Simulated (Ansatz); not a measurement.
# Al2Cu: a line through an energy map

One line of a two-coordinate grid on Al₂Cu (Fm-3m, No. 225; 3 atoms in the cell): strain +e along z and -e/2 along x and y is varied, at strain +e along x and -e along y = −2.67 %.

Method: DFT PBE, scalar-relativistic, plane waves, PAW, in Ansatz 0.2.0.

1 further run of the same task is left out (set aside as unsound or not needed). Runs told in other sessions of the task aren't counted.

### 1 Starting point

It takes space group Fm-3m (No. 225, cubic). The conventional cell has a = 5.783 Å, b = 5.783 Å, c = 5.783 Å, α = 90.00°, β = 90.00°, γ = 90.00°. Around Al (site symmetry -43m) lie 4 Cu at 2.50 Å. Cu (site symmetry m-3m) is surrounded by 8 Al at 2.50 Å.

Structure file:

```cif
data_structure
_symmetry_space_group_name_H-M 'Fm-3m'
_symmetry_Int_Tables_number 225
_cell_length_a 5.7829
_cell_length_b 5.7829
_cell_length_c 5.7829
_cell_angle_alpha 90.000
_cell_angle_beta 90.000
_cell_angle_gamma 90.000
_cell_volume 193.40
loop_
_atom_site_label
_atom_site_type_symbol
_atom_site_symmetry_multiplicity
_atom_site_Wyckoff_symbol
_atom_site_fract_x
_atom_site_fract_y
_atom_site_fract_z
_atom_site_occupancy
Al1 Al 8 c 0.25000 0.25000 0.25000 1
Cu1 Cu 4 b 0.00000 0.00000 0.50000 1
```

It goes back to an entry of the Materials Project, which need not be the stable form.

This cell was relaxed beforehand with the same method: volume 16.12 Å³/atom, gap on the mesh none (metal).

### 2 Plan of the line

The energy is mapped over two homogeneous strains; x, y and z are the crystal's own axes (z along the conventional c), which in the input's Cartesian frame point along (0.71, 0.71, 0.00), (-0.71, 0.71, 0.00), (0.00, 0.00, 1.00).

- strain +e along x and -e along y: 7 values from −4.00 to 4.00 %
- strain +e along z and -e/2 along x and y: 7 values from −7.00 to 7.00 %

Nothing else is relaxed (symmetry fixes all fractional coordinates). Energies count from the relaxed crystal. Points are written as (first, second).

### 3 Grid point (−2.67 %, −7.00 %)

input.yaml reads:

```yaml
crystal:
  lattice:
    - [-2.170752332, 2.170752332, 2.6890032877]
    - [2.170752332, -2.170752332, 2.6890032877]
    - [2.0615706662, 2.0615706662, -2.6890032877]
  atoms:
    - { symbol: Al, position: [0.75, 0.25, 0.5] }
    - { symbol: Al, position: [0.25, 0.75, 0.5] }
    - { symbol: Cu, position: [0.5, 0.5, 0.0] }
basis:
  ecutwfc: 520.0
kpoints:
  mp_grid: { grid: [14, 14, 14] }
hamiltonian:
  xc: pbe
  pseudopotentials: { kind: paw, azcp: { folder: soft_1 } }
scf:
  occupations: { method: gaussian, width: 0.15 }
output:
  forces: true
  stress: true
  eigenvalues: true
  write_density: true
  write_potential: true
  elf: true
  volumetric_format: npy
```

Launch:

```
> ansatz run input.yaml --threads 2 --pin off --max-ram 4096MiB --backend cpu --events-out ev --progress --plain --runs-dir out
```

Standard output, cut to the lines that bear on the results:

```text
Warning: RAYON_NUM_THREADS=2 ignored (pool sized by the plan → 2); use --threads N
[...]
Pseudopotentials: kind: paw
Pseudopotential: Al, paw, valence charge 3, recommended cutoff 420 eV (normal), <dir>
Pseudopotential: Cu, paw, valence charge 19, recommended cutoff 420 eV (normal), <dir>
Functional definition: PBE
[...]
Crystal: 3 atoms, lattice volume = 48.135 Å³
Basis set: ecut = 520 eV, 1293 PW (Γ), exchange–correlation on 64×64×60 points (8 copies of the dense FFT grid, shifted against one another)
Bands: 17, of which v1, the nominal top of the filled ones, is band 13 counted from 1 (12 counted from 0)
Symmetry: 8 space group operations
Space group: Fmmm (ITA 69), of the structure as read, at distance tolerance 3.6e-5 Å
k-points: 428 of 2744
[...]
SCF iter   1: F=—  HF=-7704.066487 eV  |F-HF|=—  |Δ(HF+E_count)|=         —  Δρ=3.29e-1  dr2=3.62e1  ethr=3.10e-3  ⟨swp⟩=5.2  Hψ=35228  notcnv=0
[...]
SCF iter   9: F=-7700.621388 eV  HF=-7700.621388 eV  |F-HF|=1.34e-8  |Δ(HF+E_count)|=   5.32e-7  Δρ=9.11e-6  dr2=8.00e-8  ethr=4.00e-10  ⟨swp⟩=10.0  Hψ=53389  notcnv=0
[...]
SCF converged after 9 iterations
Free energy (F): -7700.621388 eV
[...]
E sigma→0 (E₀):  -7700.616119 eV
Entropy (-TS):   -0.010537 eV (-3.512 meV/atom)
Fermi energy:    9.026731 eV
[...]
--- Forces (eV/Å), atoms counted from 1 ---
  atom   1  Al     0.00000000     0.00000000     0.00000000
  atom   2  Al    -0.00000000     0.00000000     0.00000000
  atom   3  Cu     0.00000000    -0.00000000     0.00000000
[...]
--- Stress (GPa, compression-positive) ---
       -2.467625       1.475068      -0.000000
        1.475068      -2.467625       0.000000
       -0.000000       0.000000       8.912804
  P = ⅓ Tr σ = 1.3259 GPa (13.259 kbar)
--- Band table (eV; the first three rows and the last of 428) ---
  k-point 0: bands = ["-104.7360", "-62.1132", "-62.0856", "-62.0498", "-1.1255", "4.5406", "4.6239", "4.6660", "5.0620", "5.2429", "11.1883", "11.4394", "11.9437", "12.0960", "12.4612", "12.6524", "13.2226"]
[...]
```

Run time: 36 s. Hardware: 2 threads of Arm Neoverse N1, shared host; peak memory 0.61 GiB.

Axes a, b and c in the maps are those of this run's conventional cell (a, b, c = 5.378, 5.831, 6.140 Å).

Density in a lattice plane of the grid's cell (edges 5.38 and 6.14 Å, at 0.250 of the third edge), which holds Al.

Values in e/Å³, 12 rows by 10 columns:
```
0.17 0.19 0.20 0.20 0.19 0.17 0.19 0.20 0.20 0.19
0.22 0.22 0.13 0.13 0.22 0.22 0.22 0.13 0.13 0.22
0.25 0.21 0.07 0.07 0.21 0.25 0.21 0.07 0.07 0.21
0.22 0.22 0.13 0.13 0.22 0.22 0.22 0.13 0.13 0.22
0.17 0.19 0.20 0.20 0.19 0.17 0.19 0.20 0.20 0.19
0.15 0.16 0.17 0.17 0.16 0.15 0.16 0.18 0.18 0.16
0.17 0.19 0.20 0.20 0.19 0.17 0.19 0.20 0.20 0.19
0.22 0.22 0.13 0.13 0.22 0.22 0.22 0.13 0.13 0.22
0.25 0.21 0.07 0.07 0.21 0.25 0.21 0.07 0.07 0.21
0.22 0.22 0.13 0.13 0.22 0.22 0.22 0.13 0.13 0.22
0.17 0.19 0.20 0.20 0.19 0.17 0.19 0.20 0.20 0.19
0.15 0.16 0.18 0.18 0.16 0.15 0.16 0.17 0.17 0.16
```
Columns run along the first of these edges and rows up along the second, over one cell in 10 and 12 even steps from the bottom left corner. Atoms in the plane (fractional): Al at (0.25, 0.25), Al at (0.75, 0.75), Al at (0.25, 0.75), Al at (0.75, 0.25).

ELF in the same plane.

Values, 12 rows by 10 columns:
```
0.45 0.53 0.58 0.58 0.53 0.45 0.53 0.58 0.58 0.53
0.66 0.61 0.16 0.16 0.61 0.66 0.61 0.16 0.16 0.61
0.73 0.52 0.17 0.17 0.52 0.73 0.52 0.17 0.17 0.52
0.66 0.61 0.16 0.16 0.61 0.66 0.61 0.16 0.16 0.61
0.45 0.53 0.58 0.58 0.53 0.45 0.53 0.58 0.58 0.53
0.33 0.41 0.54 0.54 0.41 0.33 0.41 0.54 0.54 0.41
0.45 0.53 0.58 0.58 0.53 0.45 0.53 0.58 0.58 0.53
0.66 0.61 0.16 0.16 0.61 0.66 0.61 0.16 0.16 0.61
0.73 0.52 0.17 0.17 0.52 0.73 0.52 0.17 0.17 0.52
0.66 0.61 0.16 0.16 0.61 0.66 0.61 0.16 0.16 0.61
0.45 0.53 0.58 0.58 0.53 0.45 0.53 0.58 0.58 0.53
0.33 0.41 0.54 0.54 0.41 0.33 0.41 0.54 0.54 0.41
```
Columns run along the first of these edges and rows up along the second, over one cell in 10 and 12 even steps from the bottom left corner. Atoms in the plane (fractional): Al at (0.25, 0.25), Al at (0.75, 0.75), Al at (0.25, 0.75), Al at (0.75, 0.25).

Both are smooth fields of the valence electrons: close to the nuclei they are not physical.

The highest ELF values outside the cores: 0.73 on the Al–Al line, 1.2 Å from Al.

That is 43.6 meV/atom from the zero.

### 4 The run at (−2.67 %, −4.67 %)

Edit input.yaml of step 3 so:

```diff
@@ -2,5 +2,5 @@
   lattice:
-    - [-2.170752332, 2.170752332, 2.6890032877]
-    - [2.170752332, -2.170752332, 2.6890032877]
-    - [2.0615706662, 2.0615706662, -2.6890032877]
+    - [-2.1469327363, 2.1469327363, 2.7563729399]
+    - [2.1469327363, -2.1469327363, 2.7563729399]
+    - [2.0377510706, 2.0377510706, -2.7563729399]
   atoms:
@@ -22,5 +22 @@
   eigenvalues: true
-  write_density: true
-  write_potential: true
-  elf: true
-  volumetric_format: npy
```

Launch:

```
> ansatz run input.yaml --threads 2 --pin off --max-ram 4096MiB --backend cpu --events-out ev --progress --plain --runs-dir out
```

Standard output, cut to the lines that bear on the results:

```text
[...]
SCF converged after 10 iterations
Free energy (F): -7700.688010 eV
[...]
E sigma→0 (E₀):  -7700.682863 eV
Entropy (-TS):   -0.010293 eV (-3.431 meV/atom)
Fermi energy:    9.012905 eV
[...]
--- Forces (eV/Å), atoms counted from 1 ---
  atom   1  Al    -0.00000000     0.00000000     0.00000000
  atom   2  Al     0.00000000    -0.00000000     0.00000000
  atom   3  Cu     0.00000000     0.00000000     0.00000000
[...]
--- Stress (GPa, compression-positive) ---
       -1.690921       1.796581       0.000000
        1.796581      -1.690921       0.000000
       -0.000000       0.000000       5.297194
  P = ⅓ Tr σ = 0.6385 GPa (6.385 kbar)
--- Band table (eV; the first three rows and the last of 428) ---
  k-point 0: bands = ["-104.7716", "-62.1440", "-62.1159", "-62.0941", "-1.1291", "4.5241", "4.5709", "4.6165", "5.0524", "5.1883", "11.4037", "11.5080", "11.9031", "11.9742", "12.2659", "12.4703", "13.1400"]
[...]
```

Wall time 31 s (2 threads of Arm Neoverse N1, shared host); peak memory 0.62 GiB.

On the map this point reads 21.4 meV/atom.

### 5 Grid point (−2.67 %, −2.33 %)

Edit input.yaml of step 4 so:

```diff
@@ -2,5 +2,5 @@
   lattice:
-    - [-2.1469327363, 2.1469327363, 2.7563729399]
-    - [2.1469327363, -2.1469327363, 2.7563729399]
-    - [2.0377510706, 2.0377510706, -2.7563729399]
+    - [-2.1230109107, 2.1230109107, 2.8240317323]
+    - [2.1230109107, -2.1230109107, 2.8240317323]
+    - [2.0138292449, 2.0138292449, -2.8240317323]
   atoms:
```

Launch:

```
> ansatz run input.yaml --threads 2 --pin off --max-ram 4096MiB --backend cpu --events-out ev --progress --plain --runs-dir out
```

Standard output, cut to the lines that bear on the results:

```text
Warning: RAYON_NUM_THREADS=2 ignored (pool sized by the plan → 2); use --threads N
[...]
[... 4 set-up lines as earlier in the session ...]
[...]
Crystal: 3 atoms, lattice volume = 48.295 Å³
Basis set: ecut = 520 eV, 1307 PW (Γ), exchange–correlation on 64×64×60 points (8 copies of the dense FFT grid, shifted against one another)
Bands: 17, of which v1, the nominal top of the filled ones, is band 13 counted from 1 (12 counted from 0)
[... 2 set-up lines as earlier in the session ...]
k-points: 428 of 2744
[...]
SCF iter   1: F=—  HF=-7704.117369 eV  |F-HF|=—  |Δ(HF+E_count)|=         —  Δρ=3.26e-1  dr2=3.55e1  ethr=3.10e-3  ⟨swp⟩=5.1  Hψ=35105  notcnv=0
[...]
SCF iter   9: F=-7700.723742 eV  HF=-7700.723742 eV  |F-HF|=2.67e-8  |Δ(HF+E_count)|=   6.24e-7  Δρ=8.91e-6  dr2=7.53e-8  ethr=4.00e-10  ⟨swp⟩=6.3  Hψ=35736  notcnv=0
[...]
SCF converged after 9 iterations
Free energy (F): -7700.723742 eV
[...]
E sigma→0 (E₀):  -7700.718617 eV
Entropy (-TS):   -0.010250 eV (-3.417 meV/atom)
Fermi energy:    9.008850 eV
[...]
--- Forces (eV/Å), atoms counted from 1 ---
  atom   1  Al     0.00000000     0.00000000     0.00000000
  atom   2  Al    -0.00000000    -0.00000000    -0.00000000
  atom   3  Cu     0.00000000     0.00000000    -0.00000000
[...]
--- Stress (GPa, compression-positive) ---
       -0.752411       2.171951      -0.000000
        2.171951      -0.752411      -0.000000
       -0.000000      -0.000000       2.351266
  P = ⅓ Tr σ = 0.2821 GPa (2.821 kbar)
--- Band table (eV; the first three rows and the last of 428) ---
  k-point 0: bands = ["-104.7905", "-62.1572", "-62.1286", "-62.1242", "-1.1307", "4.5263", "4.5352", "4.5842", "5.0552", "5.1504", "11.5900", "11.6400", "11.7346", "12.0237", "12.0808", "12.3127", "13.0917"]
[...]
```

It took 27 s on 2 threads of Arm Neoverse N1, shared host; peak memory 0.62 GiB.

Energy on the map's scale: 9.4 meV/atom.

[end of part 1 of 2]
